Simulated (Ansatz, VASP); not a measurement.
KBr: VASP beside Ansatz

```
K Br
1.0
     4.27910    1.06978    1.06978
     1.06978    4.27910    1.06978
     1.06978    1.06978    4.27910
K Br
1 1
Direct
  0.00000 0.00000 0.00000
  0.50000 0.50000 0.50000
```

Alike in both runs: task single point; functional PBE; k mesh 6 × 6 × 6; occupations gaussian, width 0.05 eV; no spin polarisation.

|  | VASP | Ansatz |
| --- | --- | --- |
| version | VASP 6.6.1 | Ansatz 0.2.0 |
| potentials or method | VASP PAW PBE potentials, release 64 (K_sv, Br) | scalar-relativistic, plane waves, PAW |
| plane-wave cutoff (eV) | 520 | 420 |
| valence electrons in the cell | 16 | 16 |

Ansatz gave:

| Property | Result |
| --- | --- |
| gap on the k mesh at the Fermi level (eV) | 4.67 |
| least direct gap on the mesh (eV) | 4.67 |
| pressure (GPa) | 2.4 |

Estimate VASP's values.

gap on the k mesh at the Fermi level (eV): 4.67; least direct gap on the mesh (eV): 4.67; pressure (GPa): 2.5.

As with any semilocal functional, this PBE gap is likely too small.
